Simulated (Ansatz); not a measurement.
Here is an Ansatz 0.2.0 calculation.

Contents of input.yaml:

```yaml
crystal:
  lattice:
    - [0.0, 1.737572933, 1.737572933]
    - [1.737572933, 0.0, 1.737572933]
    - [1.737572933, 1.737572933, 0.0]
  atoms:
    - { symbol: Ni, position: [0.0, 0.0, 0.0], spin: 1.0 }
hamiltonian:
  xc: pbe
  pseudopotentials: { kind: nc, source: spms }
magnetization:
  spin_polarized: true
kpoints:
  mp_grid: { grid: [13, 13, 13] }
  band_path:
    path:
      - [[0.0, 0.0, 0.0], [0.5, 0.0, 0.5], [0.5, 0.25, 0.75], [0.375, 0.375, 0.75], [0.0, 0.0, 0.0], [0.5, 0.5, 0.5], [0.625, 0.25, 0.625], [0.5, 0.25, 0.75], [0.5, 0.5, 0.5], [0.375, 0.375, 0.75]]
      - [[0.625, 0.25, 0.625], [0.5, 0.0, 0.5]]
    npoints: 14
scf:
  occupations: { method: fermi_dirac, width: 0.05 }
  n_extra_bands: 6
output:
  forces: true
  stress: true
  eigenvalues: true
  fatbands: false
  write_density: true
  write_potential: true
  elf: true
  volumetric_format: npy
```

Potentials or basis: SPMS NC.

Launch:

```sh
$ ansatz run input.yaml --threads 2 --pin off --max-ram 5632MiB --backend cpu --events-out ev --progress --plain --runs-dir out
```

What does it give for the band gap on the k mesh?

None (metal or under the smearing width).

Estimate the pressure.

8.0 GPa.

What does it give for the site moments?

Ni +0.65 μB.

Levels at the corners of the path, in eV from the Fermi level:
Spin up:
```tsv
point	band 7	band 8	band 9	band 10	band 11	band 12
Γ	-2.53	-2.53	-1.27	-1.27	23.91	28.00
X	-0.52	-0.45	-0.45	2.48	9.57	15.16
W	-3.21	-1.34	-0.44	7.96	7.96	10.22
K	-2.19	-1.11	-0.72	5.90	7.50	10.32
Γ	-2.53	-2.53	-1.27	-1.27	23.91	28.00
L	-2.51	-0.58	-0.58	-0.36	5.95	22.42
U	-2.19	-1.11	-0.72	5.90	7.50	10.32
W	-3.21	-1.34	-0.44	7.96	7.96	10.22
L	-2.51	-0.58	-0.58	-0.36	5.95	22.42
K	-2.19	-1.11	-0.72	5.90	7.50	10.32
U	-2.19	-1.11	-0.72	5.90	7.50	10.32
X	-0.52	-0.45	-0.45	2.48	9.57	15.16
```
Spin down:
| point | band 6 | band 7 | band 8 | band 9 | band 10 | band 11 |
| --- | --- | --- | --- | --- | --- | --- |
| Γ | -1.80 | -1.80 | -1.80 | -0.68 | -0.68 | 23.78 |
| X | -3.80 | 0.10 | 0.39 | 0.39 | 2.44 | 9.80 |
| W | -2.62 | -2.62 | -0.78 | 0.39 | 8.13 | 8.13 |
| K | -3.36 | -1.60 | -0.52 | 0.10 | 6.09 | 7.68 |
| Γ | -1.80 | -1.80 | -1.80 | -0.68 | -0.68 | 23.78 |
| L | -1.89 | -1.89 | -0.42 | 0.16 | 0.16 | 6.35 |
| U | -3.36 | -1.60 | -0.52 | 0.10 | 6.09 | 7.68 |
| W | -2.62 | -2.62 | -0.78 | 0.39 | 8.13 | 8.13 |
| L | -1.89 | -1.89 | -0.42 | 0.16 | 0.16 | 6.35 |
| K | -3.36 | -1.60 | -0.52 | 0.10 | 6.09 | 7.68 |
| U | -3.36 | -1.60 | -0.52 | 0.10 | 6.09 | 7.68 |
| X | -3.80 | 0.10 | 0.39 | 0.39 | 2.44 | 9.80 |
